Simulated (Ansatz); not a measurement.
**BeSe: stress in a strained cell**

Aim: deform BeSe (zz strain of -1 %) and compute stress, forces and field gradients with LAPW, PAW and all-electron datasets made for the crystal.

Computed with Ansatz 0.2.0 (DFT PBEsol, scalar-relativistic, unless a step's input says otherwise).

2 further runs of the same task are left out: 2 set aside as unsound or not needed.

### 1 Starting point

Symmetry: F-43m, No. 216, cubic system. Conventional cell: a = 5.070 Å, b = 5.070 Å, c = 5.070 Å, α = 90.00°, β = 90.00°, γ = 90.00°. Around Be (site symmetry -43m) lie 4 Se at 2.20 Å. Se (site symmetry -43m) has 4 Be at 2.20 Å as nearest neighbours.

As a file:

```
Be Se
1.0
     0.00000    2.53500    2.53500
     2.53500    0.00000    2.53500
     2.53500    2.53500    0.00000
Be Se
1 1
Direct
  0.00000 0.00000 0.00000
  0.75000 0.75000 0.75000
```

Atoms are numbered in the order of the input: Be1, Se2.

### 2 After the deformation

Space group F-43m before, I-4m2 after.

### 3 Full-potential LAPW

Contents of input.yaml:

```yaml
crystal:
  lattice:
    - [0.0, 2.535, 2.50965]
    - [2.535, 0.0, 2.50965]
    - [2.535, 2.535, 0.0]
  atoms:
    - { symbol: Be, position: [0.0, 0.0, 0.0] }
    - { symbol: Se, position: [0.75, 0.75, 0.75] }
kpoints:
  mp_grid: { grid: [10, 10, 10] }
  band_path:
    path:
      - [0.0, 0.0, 0.0]
      - [0.0, 0.5, 0.5]
      - [0.25, 0.75, 0.5]
      - [0.0, 0.5, 0.0]
      - [0.0, 0.0, 0.0]
      - [0.5, 0.5, 0.0]
      - [0.3775380063, 0.6224619937, 0.0]
      - [-0.3775380063, 0.3775380063, 0.0]
      - [0.0, 0.0, 0.0]
    npoints: 5
scf:
  occupations: { method: fermi_dirac, width: 0.03 }
hamiltonian:
  xc: pbesol
  pseudopotentials: { kind: all_electron, lapw: { basis_error: 0.0005 } }
output:
  forces: true
  stress: true
  eigenvalues: true
```

Run with:

```console
$ ansatz run input.yaml --threads 1 --pin off --max-ram 3072MiB --backend cpu --events-out ev --progress --plain --runs-dir out
```

### 4 Frozen-core PAW

Contents of input.yaml:

```yaml
crystal:
  lattice:
    - [0.0, 2.535, 2.50965]
    - [2.535, 0.0, 2.50965]
    - [2.535, 2.535, 0.0]
  atoms:
    - { symbol: Be, position: [0.0, 0.0, 0.0] }
    - { symbol: Se, position: [0.75, 0.75, 0.75] }
kpoints:
  mp_grid: { grid: [10, 10, 10] }
scf:
  occupations: { method: fermi_dirac, width: 0.03 }
hamiltonian:
  xc: pbesol
  pseudopotentials: { kind: paw }
output:
  forces: true
  stress: true
  eigenvalues: true
  efg: { contact_densities: true }
```

### 5 All-electron PAW on datasets made for the crystal

input.yaml: that of step 4 with these lines changed.

```diff
@@ -14,3 +14,3 @@
   xc: pbesol
-  pseudopotentials: { kind: paw }
+  pseudopotentials: { kind: all_electron, datasets: crystal }
 output:
```

(Steps that only read results are left out.)

What does the calculation give? Wanted: pressure; largest shear or deviatoric stress.

As calculated:

| quantity | value |
| --- | --- |
| pressure | LAPW 3.85, PAW 3.87, crystal datasets 3.85 GPa |
| largest shear or deviatoric stress (LAPW) | 0.52 GPa |

What this shows: Against the undeformed cell the largest change of stress is +1.45 GPa, in the zz component, with the atoms carried along and not relaxed. PAW: stress within 0.02 GPa of LAPW. Crystal datasets: stress within 0.01 GPa of LAPW.
